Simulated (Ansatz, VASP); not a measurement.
## One calculation of NaCl, two programs

Contents of INCAR:

```
PREC = Accurate
ENCUT = 520
EDIFF = 1E-6
ISMEAR = 0
SIGMA = 0.02
LREAL = False
LASPH = True
NELM = 100
ALGO = Normal
ISIF = 2
LWAVE = False
LCHARG = False
GGA = PE
NBANDS = 14
```

KPOINTS

```
Automatic mesh
0
Gamma
  6 6 6
```

POSCAR

```
NaCl
1.0
    3.5021900000      0.0000000000      0.0000000000
    0.0000000000      3.5021900000      0.0000000000
    0.0000000000      0.0000000000      3.5021900000
Na Cl
1 1
Direct
    0.0000000000      0.0428303433      0.0000000000
    0.5000000000      0.5000000000      0.5000000000
```

Input for Ansatz:

```yaml
crystal:
  lattice:
    - [3.50219, 0.0, 0.0]
    - [0.0, 3.50219, 0.0]
    - [0.0, 0.0, 3.50219]
  atoms:
    - { symbol: Na, position: [0.0, 0.0428303433, 0.0] }
    - { symbol: Cl, position: [0.5, 0.5, 0.5] }
basis:
  ecutwfc: 420
kpoints:
  mp_grid: { grid: [6, 6, 6] }
hamiltonian:
  xc: pbe
scf:
  occupations: { method: gaussian, width: 0.02 }
output:
  forces: true
  stress: true
  eigenvalues: true
```

Change from the starting cell: one atom moved.

Alike in both runs: task single point; functional PBE; k mesh 6 × 6 × 6; occupations gaussian, width 0.02 eV; no spin polarisation.

```csv
,VASP,Ansatz
version,VASP 6.6.1,Ansatz 0.2.0
potentials or method,"VASP PAW PBE potentials, release 64 (Na_pv, Cl)","scalar-relativistic, plane waves, PAW"
plane-wave cutoff (eV),520,420
valence electrons in the cell,14,16
```

```tsv
	VASP	Ansatz	Ansatz less VASP
gap on the k mesh at the Fermi level (eV)	3.98	3.98	0.000
least direct gap on the mesh (eV)	4.47	4.47	0.000
pressure (GPa)	0.2	0.3	+0.04
rms of the force components (eV/Å)	0.030	0.030	-0.0002
```

Atom by atom the forces differ by 0.000 eV/Å (rms over components). The functional is the same, so the differences come from potentials, cutoffs and numerics. The two sets of potentials don't hold the same shells in valence.

A k mesh can miss the band edges.
